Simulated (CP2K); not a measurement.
The system is MgS (Niningerite).

```
S Mg
1.0
     3.67929    0.00000    0.00000
     1.83964    3.18636    0.00000
     1.83964    1.06212    3.00413
S Mg
1 1
Direct
  0.50000 0.50000 0.50000
  0.00000 0.00000 0.00000
```

Base run:

| Property | Result |
| --- | --- |
| Program | CP2K 2026.2 |
| Functional | PBE |
| Potentials or basis | POTENTIAL_UZH S GTH-PBE-q6, Mg GTH-PBE-q10; TZVP-MOLOPT-PBE-GTH basis |
| Density cutoff | 19048 eV |
| k mesh | 9 × 9 × 9 |
| Occupations | gaussian, width 0.02 eV |
| Spin | no spin polarisation |

Its results: band gap on the k mesh 2.85 eV, indirect (least direct gap 3.64 eV); pressure 2.7 GPa.

The run is repeated on the same cell with these changes: functional from PBE to revPBE; occupations from gaussian, width 0.02 eV to fermi-dirac, width 0.05 eV. What comes out?

Band gap on the k mesh 3.00 eV, indirect (least direct gap 3.78 eV); pressure 4.2 GPa.

Caveats: the basis of atomic orbitals isn't converged, which shifts pressures, moduli and gaps; an odd mesh through Γ misses points on the zone boundary, where band edges often lie (some runs); the potentials were made for another functional, which shifts forces and pressure (some runs); the mesh misses the band edges, which the band path finds closer together (some runs).
